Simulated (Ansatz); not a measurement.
BH3 on the (100) surface of Ti, space group P6_3/mmc (No. 194) (top face towards +c; held atoms: 1, 2, 3, 4, 5, 6, 7, 8, 9, 10, 11, 12), one molecule per 54.7 Å². Starting structure (upright, lowest atom H over a hollow Ti-Ti-Ti site; the molecule's atoms stand last):

```
Ti B H
1.0
     5.87692    0.00000    0.00000
     0.00000    9.30127    0.00000
     0.00000    0.00000   25.69572
Ti B H
24 1 3
Direct
  0.50000 0.37500 0.31134
  0.50000 0.87500 0.31134
  0.00000 0.37500 0.31134
  0.00000 0.87500 0.31134
  0.75000 0.12500 0.34435
  0.75000 0.62500 0.34435
  0.25000 0.12500 0.34435
  0.25000 0.62500 0.34435
  0.75000 0.37500 0.41037
  0.75000 0.87500 0.41037
  0.25000 0.37500 0.41037
  0.25000 0.87500 0.41037
  0.00000 0.12500 0.44309
  0.00000 0.62500 0.44309
  0.50000 0.12500 0.44309
  0.50000 0.62500 0.44309
  0.00000 0.37500 0.50553
  0.00000 0.87500 0.50553
  0.50000 0.37500 0.50553
  0.50000 0.87500 0.50553
  0.25000 0.12500 0.53664
  0.25000 0.62500 0.53664
  0.75000 0.12500 0.53664
  0.75000 0.62500 0.53664
  0.35839 0.20386 0.64507
  0.38124 0.22075 0.69067
  0.51248 0.14982 0.62226
  0.25000 0.29167 0.62226
```

Level of theory: Ansatz, DFT PBE, scalar-relativistic, plane waves, PAW. Cutoff 420 eV; k points 3×2×1 on the computed 28-atom cell (Γ-centred); Gaussian smearing, width 0.10 eV; no spin polarisation. The cell repeats along c with a dipole correction in the vacuum.

E_ads is per molecule, from the clean relaxed slab and the free relaxed molecule; negative means bound; no zero-point or thermal terms, forces under 0.04 eV/Å, and the free molecule is spin-polarised where open-shell. Heights count from the highest slab atom.

(1) What does it relax to?

Each end is the local minimum that its start leads to. This functional has no dispersion correction, so weak binding is underestimated.

Answers

(1) E_ads = -2.91 eV; the molecule stays whole. Final structure after 19 steps:

```yaml
crystal:
  lattice:
    - [5.87692, 0.00000, 0.00000]
    - [0.00000, 9.30127, 0.00000]
    - [0.00000, 0.00000, 25.69572]
  atoms:
    - { symbol: Ti, position: [0.50000, 0.37500, 0.31134] }
    - { symbol: Ti, position: [0.50000, 0.87500, 0.31134] }
    - { symbol: Ti, position: [0.00000, 0.37500, 0.31134] }
    - { symbol: Ti, position: [0.00000, 0.87500, 0.31134] }
    - { symbol: Ti, position: [0.75000, 0.12500, 0.34435] }
    - { symbol: Ti, position: [0.75000, 0.62500, 0.34435] }
    - { symbol: Ti, position: [0.25000, 0.12500, 0.34435] }
    - { symbol: Ti, position: [0.25000, 0.62500, 0.34435] }
    - { symbol: Ti, position: [0.75000, 0.37500, 0.41037] }
    - { symbol: Ti, position: [0.75000, 0.87500, 0.41037] }
    - { symbol: Ti, position: [0.25000, 0.37500, 0.41037] }
    - { symbol: Ti, position: [0.25000, 0.87500, 0.41037] }
    - { symbol: Ti, position: [0.99999, 0.12403, 0.44421] }
    - { symbol: Ti, position: [0.00006, 0.62533, 0.44051] }
    - { symbol: Ti, position: [0.50003, 0.12505, 0.44149] }
    - { symbol: Ti, position: [0.50003, 0.62365, 0.44101] }
    - { symbol: Ti, position: [0.00009, 0.37896, 0.50400] }
    - { symbol: Ti, position: [0.00001, 0.87153, 0.50491] }
    - { symbol: Ti, position: [0.50017, 0.36994, 0.50970] }
    - { symbol: Ti, position: [0.50003, 0.87676, 0.50602] }
    - { symbol: Ti, position: [0.24545, 0.12920, 0.53967] }
    - { symbol: Ti, position: [0.26858, 0.62615, 0.53506] }
    - { symbol: Ti, position: [0.75464, 0.12925, 0.53967] }
    - { symbol: Ti, position: [0.73152, 0.62629, 0.53508] }
    - { symbol: B, position: [0.49978, 0.20192, 0.59522] }
    - { symbol: H, position: [0.68203, 0.21618, 0.61807] }
    - { symbol: H, position: [0.50000, 0.06006, 0.58247] }
    - { symbol: H, position: [0.31731, 0.21580, 0.61807] }
```

Cost: 6 runs of about 48 core-minutes in all, on Intel Xeon 6975P-C (Granite Rapids) (shared hosts).